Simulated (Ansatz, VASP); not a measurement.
SrO: VASP beside Ansatz

```
CELL_PARAMETERS angstrom
3.52724 0.00000 0.00000
-1.76362 3.05468 0.00000
0.00000 0.00000 6.19192
ATOMIC_POSITIONS crystal
Sr 0.00000 0.00000 0.00000
Sr 0.00000 0.00000 0.50000
O 0.33333 0.66667 0.25000
O 0.66667 0.33333 0.75000
```

Alike in both runs: task single point; functional r2SCAN; k mesh 9 × 9 × 4; no spin polarisation.

|  | VASP | Ansatz |
| --- | --- | --- |
| version | VASP 6.6.1 | Ansatz 0.2.0 |
| potentials or method | VASP PAW PBE potentials, release 64 (Sr_sv, O) | plane waves, PAW |
| plane-wave cutoff (eV) | 520 | 500 |
| occupations | gaussian, width 0.01 eV | fixed |
| valence electrons in the cell | 32 | 32 |

VASP gave:

* gap on the k mesh at the Fermi level (eV): 4.00
* pressure (GPa): 3.6
* largest component of the traceless stress (GPa): 0.34

Task: Which values does Ansatz return?

Result: gap on the k mesh at the Fermi level (eV): 4.02; pressure (GPa): 3.0; largest component of the traceless stress (GPa): 0.23.

Caveats: the PAW data sets were made with another functional, which shifts forces and pressure a little (VASP); an odd mesh through Γ misses points on the zone boundary, where band edges often lie. r2SCAN opens gaps a little over a GGA but as a rule still falls short of measured ones.
